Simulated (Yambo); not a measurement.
# BeTe (F-43m) in Yambo: notebook

One crystal, BeTe, is run at these levels: LDA; tasks: optical spectrum, energy-loss spectrum.

All numbers are computed with Yambo 5.3.0; they aren't measurements. Logs are shortened: lines on timing, memory, paths and dates and some standing lists are left out, and cuts for length are marked.

### 1 The crystal as given

Symmetry: F-43m, No. 216, cubic system. Conventional cell: a = 5.540 Å, b = 5.540 Å, c = 5.540 Å, α = 90.00°, β = 90.00°, γ = 90.00°. Te (site symmetry -43m) has 4 Be at 2.40 Å as nearest neighbours. Be (site symmetry -43m) is surrounded by 4 Te at 2.40 Å.

### 2 Optical spectrum, LDA

Contents of optics6.in:

```
optics
chi
Chimod= "IP"
% BndsRnXd
 1 | 25 |
%
% LongDrXd
 0 | 0 | 1 |
%
% QpntsRXd
 1 | 1 |
%
% EnRngeXd
 0 | 10 | eV
%
% DmRngeXd
 0.1 | 0.1 | eV
%
ETStpsXd= 150
```

Contents of scf.in:

```
&CONTROL
  calculation = 'scf'
  prefix = 'pwscf'
  outdir = './tmp'
  pseudo_dir = './pseudo'
/
&SYSTEM
  ibrav = 0
  nat = 2
  ntyp = 2
  ecutwfc = 88
  nbnd = 16
  occupations = 'smearing'
  smearing = 'fd'
  degauss = 0.00367493
  force_symmorphic = .true.
/
&ELECTRONS
  conv_thr = 4d-10
  electron_maxstep = 120
  mixing_beta = 0.5
/
ATOMIC_SPECIES
Te   127.6000 Te.upf
Be     9.0122 Be.upf
CELL_PARAMETERS angstrom
   0.0000000000    2.7700000000    2.7700000000
   2.7700000000    0.0000000000    2.7700000000
   2.7700000000    2.7700000000    0.0000000000
ATOMIC_POSITIONS crystal
Te     0.7500000000    0.7500000000    0.7500000000
Be     0.0000000000    0.0000000000    0.0000000000
K_POINTS automatic
8 8 8 0 0 0
```

Contents of nscf.in:

```
&CONTROL
  calculation = 'nscf'
  prefix = 'pwscf'
  outdir = './tmp'
  pseudo_dir = './pseudo'
/
&SYSTEM
  ibrav = 0
  nat = 2
  ntyp = 2
  ecutwfc = 88
  nbnd = 30
  occupations = 'fixed'
  force_symmorphic = .true.
/
&ELECTRONS
  conv_thr = 1d-08
  diago_full_acc = .true.
  diago_thr_init = 1d-06
/
ATOMIC_SPECIES
Te   127.6000 Te.upf
Be     9.0122 Be.upf
CELL_PARAMETERS angstrom
   0.0000000000    2.7700000000    2.7700000000
   2.7700000000    0.0000000000    2.7700000000
   2.7700000000    2.7700000000    0.0000000000
ATOMIC_POSITIONS crystal
Te     0.7500000000    0.7500000000    0.7500000000
Be     0.0000000000    0.0000000000    0.0000000000
K_POINTS automatic
8 8 8 0 0 0
```

Potentials or basis: PseudoDojo 0.4.1 SR LDA standard.

Started as:

```sh
$ OMP_NUM_THREADS=1 pw.x -in scf.in > scf.out
$ OMP_NUM_THREADS=1 pw.x -in nscf.in > nscf.out
$ cd tmp/pwscf.save; p2y; mv SAVE ../..; cd ../..
$ OMP_NUM_THREADS=1 yambo
$ mv SAVE/ns.kb_pp_pwscf SAVE/ns.kb_pp_pwscf_off
$ OMP_NUM_THREADS=1 yambo -F optics6.in -J optics6 -C optics6_out
```

Yambo's report:

```text
[... sections 02.01 to 02.04 as in the set-up run ...]

  [02.05] Energies & Occupations
  ==============================

  [X] === General ===
  [X] Electronic Temperature                        :  0.000000  0.000000 [eV K]
  [X] Bosonic    Temperature                        :  0.000000  0.000000 [eV K]
  [X] Finite Temperature mode                       : no
  [X] El. density                                   :  0.47050E+24 [cm-3]
  [X] Fermi Level                                   :  8.164004 [eV]

  [X] === Gaps and Widths ===
  [X] Conduction Band Min                           :  1.776922 [eV]
  [X] Valence Band Max                              :  0.000000 [eV]
  [X] Filled Bands                                  :  10
  [X] Empty Bands                                   :  11  30
  [X] Direct Gap                                    :  3.602201 [eV]
  [X] Direct Gap localized at k                     :  1
  [X] Indirect Gap                                  :  1.776922 [eV]
  [X] Indirect Gap between kpts                     :   1  21
  [X] Last valence band width                       :  3.447544 [eV]
  [X] 1st conduction band width                     :  3.479571 [eV]

 [03] Transferred momenta grid and indexing
 ==========================================

 IBZ Q-points                                      :  29
 BZ  Q-points                                      :   512

 K/Q-points units:
 rlu = crystal or reduced units; cc = cartesian coordinates; iku = interal k-units

 Q [ 1]         [rlu]:  0.000000  0.000000  0.000000
 Q [ 2]         [rlu]: -0.30723E-17 -0.30723E-17  0.12500
 Q [ 3]         [rlu]: -0.61447E-17 -0.61447E-17  0.25000
 Q [ 4]         [rlu]:  0.32416E-16  0.32416E-16  0.37500
 Q [ 5]         [rlu]:  0.12289E-16  0.12289E-16 -0.50000
 Q [ 6]         [rlu]:  0.48883E-18  0.12500      0.12500
 Q [ 7]         [rlu]: -0.30723E-17  0.12500      0.25000
 Q [ 8]         [rlu]:  0.31008E-17  0.12500      0.37500
 Q [ 9]         [rlu]:  0.37049E-16  0.12500      0.50000
 Q [10]         [rlu]:  0.12289E-16  0.12500     -0.37500
 Q [11]         [rlu]: -0.92931E-17  0.12500     -0.25000
 Q [12]         [rlu]:  0.61447E-17  0.12500     -0.12500
 Q [13]         [rlu]:  0.97766E-18  0.25000      0.25000
 Q [14]         [rlu]: -0.75618E-18  0.25000      0.37500
 Q [15]         [rlu]: -0.20003E-16  0.25000      0.50000
[... 12 lines left out ...]
 Q [28]         [rlu]:  0.125000 -0.500000 -0.375000
 Q [29]         [rlu]:  0.250000 -0.500000 -0.250000

 [WARNING] [Xd] User bands 1-25 break level degeneracy

 [04] Dipoles
 ============

  [04.01] Setup: observables and procedures
  =========================================

  [WF-Oscillators/G space/Transverse up loader] Normalization (few states)  min/max  :  0.69389E-17   1.0000

  [WR./optics6//ndb.dipoles]------------------------------------------------------
   Brillouin Zone Q/K grids (IBZ/BZ)                :    29   512    29   512
   RL vectors                                       :   5029 [WF]
   Fragmentation                                    : yes
   Electronic Temperature                           :  0.000000 [K]
   Bosonic    Temperature                           :  0.000000 [K]
   DIP band range                                   :   1  25
   DIP band range limits                            :  10  11
   DIP e/h energy range                             : -1.000000 -1.000000 [eV]
   RL vectors in the sum                            :   5029
   [r,Vnl] included                                 : no
   Bands ordered                                    : yes
   Direct v evaluation                              : no
   Approach used                                    : G-space v
   Dipoles computed                                 : R V P [G-space]
   Wavefunctions                                    : Slater exchange(X)+Perdew & Wang(C)

  [WARNING] [r,Vnl^pseudo] not included in position and velocity dipoles

  [WARNING] In case H contains other non local terms, also these are neglected

 [05] Optics
 ===========

 [X-CG] R(p) Tot o/o(of R):    3590   76800     100
```

It took 57 s on 1 thread of Intel Xeon Platinum 8259CL at 2.50GHz (Skylake/Cascade Lake), shared host; peak memory 0.24 GiB.

Results:

```yaml
Band_gap_on_the_k_mesh_mean-field_level: 1.78 eV, indirect (least direct gap 3.60 eV)
Electronic_dielectric_constant_along_the_field: 6.98
```

Dielectric function (along the field direction of the input):
```csv
energy (eV),real part,imaginary part
0.27,6.99,0.11
0.74,7.10,0.12
1.28,7.36,0.14
1.74,7.74,0.16
2.28,8.46,0.22
2.82,9.70,0.36
3.29,11.85,0.76
3.83,16.37,5.98
4.36,11.63,14.51
4.83,13.12,20.81
5.37,-4.09,8.70
5.84,-2.55,11.02
6.38,-0.89,13.97
6.91,-5.64,7.84
7.38,-6.54,3.00
7.92,-3.75,1.77
8.46,-2.11,1.21
8.93,-1.33,2.23
9.46,-2.10,1.68
10.00,-1.69,2.04
```

Caveat: spectra need much finer meshes, so this one isn't converged; independent-particle spectra lack excitons; spin-orbit coupling is left out, which moves the levels of the heavy elements. A k mesh can miss the band edges.

### 3 Optical spectrum, LDA

Contents of optics7.in:

```
optics
chi
Chimod= "HARTREE"
% BndsRnXd
 1 | 15 |
%
NGsBlkXd= 1 Ry
% LongDrXd
 0 | 1 | 0 |
%
% QpntsRXd
 1 | 1 |
%
% EnRngeXd
 0 | 10 | eV
%
% DmRngeXd
 0.05 | 0.05 | eV
%
ETStpsXd= 200
```

scf.in is that of step 2.

nscf.in is that of step 2.

Potentials or basis: PseudoDojo 0.4.1 SR LDA standard.

Started as:

```sh
$ OMP_NUM_THREADS=1 pw.x -in scf.in > scf.out
$ OMP_NUM_THREADS=1 pw.x -in nscf.in > nscf.out
$ cd tmp/pwscf.save; p2y; mv SAVE ../..; cd ../..
$ OMP_NUM_THREADS=1 yambo
$ OMP_NUM_THREADS=1 yambo -F optics7.in -J optics7 -C optics7_out
```

Yambo's report:

```text
[... sections 02.01 to 02.04 as in the set-up run ...]

  [02.05] Energies & Occupations
  ==============================

  [X] === General ===
  [X] Electronic Temperature                        :  0.000000  0.000000 [eV K]
  [X] Bosonic    Temperature                        :  0.000000  0.000000 [eV K]
  [X] Finite Temperature mode                       : no
  [X] El. density                                   :  0.47050E+24 [cm-3]
  [X] Fermi Level                                   :  8.164004 [eV]

  [X] === Gaps and Widths ===
  [X] Conduction Band Min                           :  1.776922 [eV]
  [X] Valence Band Max                              :  0.000000 [eV]
  [X] Filled Bands                                  :  10
  [X] Empty Bands                                   :  11  30
  [X] Direct Gap                                    :  3.602201 [eV]
  [X] Direct Gap localized at k                     :  1
  [X] Indirect Gap                                  :  1.776922 [eV]
  [X] Indirect Gap between kpts                     :   1  21
  [X] Last valence band width                       :  3.447544 [eV]
  [X] 1st conduction band width                     :  3.479571 [eV]

 [03] Transferred momenta grid and indexing
 ==========================================

 IBZ Q-points                                      :  29
 BZ  Q-points                                      :   512

 K/Q-points units:
 rlu = crystal or reduced units; cc = cartesian coordinates; iku = interal k-units

 Q [ 1]         [rlu]:  0.000000  0.000000  0.000000
 Q [ 2]         [rlu]: -0.30723E-17 -0.30723E-17  0.12500
 Q [ 3]         [rlu]: -0.61447E-17 -0.61447E-17  0.25000
 Q [ 4]         [rlu]:  0.32416E-16  0.32416E-16  0.37500
 Q [ 5]         [rlu]:  0.12289E-16  0.12289E-16 -0.50000
 Q [ 6]         [rlu]:  0.48883E-18  0.12500      0.12500
 Q [ 7]         [rlu]: -0.30723E-17  0.12500      0.25000
 Q [ 8]         [rlu]:  0.31008E-17  0.12500      0.37500
 Q [ 9]         [rlu]:  0.37049E-16  0.12500      0.50000
 Q [10]         [rlu]:  0.12289E-16  0.12500     -0.37500
 Q [11]         [rlu]: -0.92931E-17  0.12500     -0.25000
 Q [12]         [rlu]:  0.61447E-17  0.12500     -0.12500
 Q [13]         [rlu]:  0.97766E-18  0.25000      0.25000
 Q [14]         [rlu]: -0.75618E-18  0.25000      0.37500
 Q [15]         [rlu]: -0.20003E-16  0.25000      0.50000
[... 12 lines left out ...]
 Q [28]         [rlu]:  0.125000 -0.500000 -0.375000
 Q [29]         [rlu]:  0.250000 -0.500000 -0.250000

 [04] Dipoles
 ============

  [04.01] Setup: observables and procedures
  =========================================

  [WF-Oscillators/G space/Transverse up loader] Normalization (few states)  min/max  :  0.70063E-17   1.0000

  [WR./optics7//ndb.dipoles]------------------------------------------------------
   Brillouin Zone Q/K grids (IBZ/BZ)                :    29   512    29   512
   RL vectors                                       :   5029 [WF]
   Fragmentation                                    : yes
   Electronic Temperature                           :  0.000000 [K]
   Bosonic    Temperature                           :  0.000000 [K]
   DIP band range                                   :   1  15
   DIP band range limits                            :  10  11
   DIP e/h energy range                             : -1.000000 -1.000000 [eV]
   RL vectors in the sum                            :   5029
   [r,Vnl] included                                 : yes
   Bands ordered                                    : yes
   Direct v evaluation                              : no
   Approach used                                    : G-space v
   Dipoles computed                                 : R V P [G-space]
   Wavefunctions                                    : Slater exchange(X)+Perdew & Wang(C)

  [WARNING] [r,Vnl^pseudo] included in position and velocity dipoles.

  [WARNING] In case H contains other non local terms, these are neglected

 [05] Optics
 ===========

 [X-CG] R(p) Tot o/o(of R):   1207  25600    100
```

o-optics7.eps_q1_inv_rpa_dyson:

```text
# Absorption @ Q(1):   0.00000000      1.00000000      0.00000000    [q->0 direction]
#
# [ X ] Hartree size                              :   9
# [GEN] GF Energies                               : Slater exchange(X)+Perdew & Wang(C)
# [GEN] Green`s Function                          : T-ordered
#
# [GEN] Gauge                                     : Length
# [GEN] [r,Vnl] included                          : yes
#
#    E[1] [eV]          Im(eps)            Re(eps)            Im(eps_o)          Re(eps_o)
#
        0.000000           0.058441           7.443472           0.066087           7.980266
        0.050251           0.058460           7.444065           0.066108           7.980926
        0.100503           0.058514           7.445844           0.066169           7.982909
        0.150754           0.058604           7.448811           0.066271           7.986216
        0.201005           0.058731           7.452970           0.066414           7.990853
        0.251256           0.058894           7.458326           0.066598           7.996824
[... 192 lines left out ...]
        9.949749           2.219843          -2.140146           1.792553          -2.497164
        10.00000           1.990559          -1.588890           1.726547          -1.996629
#
```

Wall time 58 s (1 thread of Intel Xeon Platinum 8259CL at 2.50GHz (Skylake/Cascade Lake), shared host); peak memory 0.34 GiB.

What came out:

```
Band gap on the k mesh, mean-field level                              : 1.78 eV, indirect (least direct gap 3.60 eV)
Electronic dielectric constant along the field                        : 7.44
Electronic dielectric constant along the field, independent particles : 7.98
```

Dielectric function (along the field direction of the input):
```
energy (eV)  real part  imaginary part
       0.25       7.46            0.06
       0.45       7.49            0.06
       0.70       7.56            0.06
       0.95       7.67            0.07
       1.21       7.81            0.07
       1.46       7.99            0.08
       1.71       8.23            0.09
       1.96       8.53            0.10
       2.21       8.91            0.11
       2.46       9.39            0.14
       2.71      10.03            0.17
       2.96      10.91            0.23
       3.22      12.21            0.35
       3.47      14.58            0.82
       3.72      17.24            2.17
       3.97      14.57            4.82
       4.22      19.71           13.34
       4.47      11.38            9.40
       4.72      17.68           17.91
       4.97      23.03           29.40
       5.23     -12.53           12.26
       5.48      -4.34            7.49
       5.73       3.79           14.50
       5.98      -3.06            7.98
       6.23       3.13           11.28
       6.48      -0.46           13.17
       6.73     -10.42           13.57
       6.98      -4.86           12.92
       7.24      -9.47            6.90
       7.49      -7.20            2.89
       7.74      -4.15            2.92
       7.99      -4.06            2.04
       8.24      -3.35            1.72
       8.49      -2.53            1.06
       8.74      -0.62            3.04
       8.99      -1.72            3.11
       9.25      -0.41            3.15
       9.50      -3.24            2.10
       9.75      -2.28            1.15
      10.00      -1.59            1.99
```

Caveat: spectra need much finer meshes, so this one isn't converged; these spectra lack excitons; spin-orbit coupling is left out, which moves the levels of the heavy elements.

(Part 1 of 2 ends here.)
